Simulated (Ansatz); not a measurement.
Input, command and steps of an Ansatz relaxation.

```yaml
crystal:
  lattice:
    - [2.8929760975, 1.6702605286, 2.3816845739]
    - [-2.8929760975, 1.6702605286, 2.3816845739]
    - [0.0, -3.3405210573, 2.3816845739]
  atoms:
    - { symbol: Ba, position: [-0.0052092141, -0.0052092141, -0.0052092141] }
    - { symbol: Ti, position: [0.4797143022, 0.4797143022, 0.4797143022] }
    - { symbol: O, position: [0.5106916119, 0.5106916119, 0.0233116879] }
    - { symbol: O, position: [0.0233116879, 0.5106916119, 0.5106916119] }
    - { symbol: O, position: [0.5106916119, 0.0233116879, 0.5106916119] }
basis:
  ecutwfc: 500
kpoints:
  mp_grid: { grid: [6, 6, 6] }
hamiltonian:
  xc: r2scan
scf:
  occupations: { method: gaussian, width: 0.02 }
output:
  forces: true
  stress: true
  eigenvalues: true
relax:
  adjacent_minimum: "off"
  f_tol: 0.01
  max_steps: 30
  cell: { stress_tol: 0.1, fix: [volume] }
```

```bash
ansatz run input.yaml --threads 1 --pin off --max-ram 2560MiB --backend cpu --events-out ev --progress --plain --runs-dir out
```

Level of theory: DFT r2SCAN, scalar-relativistic, plane waves, PAW (Ansatz 0.2.0).

The volume is held at 1.06 times that of the relaxed cell.

Of 6 frames 5 are shown, positions in Å and forces in eV/Å; the SCF threshold varies from step to step. Steps run on the plane waves of an earlier cell, with a Pulay correction in the pressure. The basis is chosen afresh for the last frame, the zero of the energies, and at times for earlier ones too; energy and pressure step there, also at an unchanged geometry.

```xyz
5
Lattice="2.8930 1.6703 2.3817 -2.8930 1.6703 2.3817 0.0000 -3.3405 2.3817" Properties=species:S:1:pos:R:3:forces:R:3 pbc="T T T" step=1 free_energy_over_end_meV_per_atom=2.22 pressure_GPa=-7.26
Ba    0.0000    0.0000   -0.0372    0.0000    0.0000   -0.0281
Ti    0.0000    0.0000    3.4276    0.0000    0.0000   -0.3701
O     0.0000    1.6281    2.4881    0.0000   -0.2309    0.1327
O    -1.4100   -0.8141    2.4881    0.1999    0.1154    0.1327
O     1.4100   -0.8141    2.4881   -0.1999    0.1154    0.1327
5
Lattice="2.8925 1.6700 2.3825 -2.8925 1.6700 2.3825 0.0000 -3.3400 2.3825" Properties=species:S:1:pos:R:3:forces:R:3 pbc="T T T" step=2 free_energy_over_end_meV_per_atom=1.66 pressure_GPa=-6.76
Ba    0.0000    0.0000   -0.0579    0.0000    0.0000    0.1035
Ti    0.0000    0.0000    3.4339    0.0000    0.0000   -0.4364
O     0.0000    1.6203    2.4941    0.0000   -0.0975    0.1110
O    -1.4032   -0.8101    2.4941    0.0845    0.0488    0.1110
O     1.4032   -0.8101    2.4941   -0.0845    0.0488    0.1110
5
Lattice="2.8923 1.6699 2.3827 -2.8923 1.6699 2.3827 0.0000 -3.3398 2.3827" Properties=species:S:1:pos:R:3:forces:R:3 pbc="T T T" step=3 free_energy_over_end_meV_per_atom=0.80 pressure_GPa=-6.37
Ba    0.0000    0.0000   -0.0520    0.0000    0.0000    0.0532
Ti    0.0000    0.0000    3.4259    0.0000    0.0000   -0.3089
O     0.0000    1.6181    2.4952    0.0000   -0.0541    0.0853
O    -1.4013   -0.8090    2.4952    0.0468    0.0270    0.0853
O     1.4013   -0.8090    2.4952   -0.0468    0.0270    0.0853
5
Lattice="2.8897 1.6683 2.3872 -2.8897 1.6683 2.3872 0.0000 -3.3367 2.3872" Properties=species:S:1:pos:R:3:forces:R:3 pbc="T T T" step=4 free_energy_over_end_meV_per_atom=0.04 pressure_GPa=-5.37
Ba    0.0000    0.0000   -0.0474    0.0000    0.0000   -0.0222
Ti    0.0000    0.0000    3.4129    0.0000    0.0000    0.0088
O     0.0000    1.6141    2.5047    0.0000    0.0389    0.0044
O    -1.3978   -0.8070    2.5047   -0.0337   -0.0195    0.0044
O     1.3978   -0.8070    2.5047    0.0337   -0.0195    0.0044
5
Lattice="2.8900 1.6686 2.3865 -2.8900 1.6686 2.3865 0.0000 -3.3371 2.3865" Properties=species:S:1:pos:R:3:forces:R:3 pbc="T T T" step=6 free_energy_over_end_meV_per_atom=0.00 pressure_GPa=-5.46
Ba    0.0000    0.0000   -0.0500    0.0000    0.0000   -0.0089
Ti    0.0000    0.0000    3.4123    0.0000    0.0000   -0.0040
O     0.0000    1.6160    2.5049    0.0000    0.0073    0.0043
O    -1.3995   -0.8080    2.5049   -0.0063   -0.0036    0.0043
O     1.3995   -0.8080    2.5049    0.0063   -0.0036    0.0043
```

It took 32 s on 1 thread of Intel(R) Xeon(R) 6975P-C (Granite Rapids) (shared host), peak memory 0.52 GiB.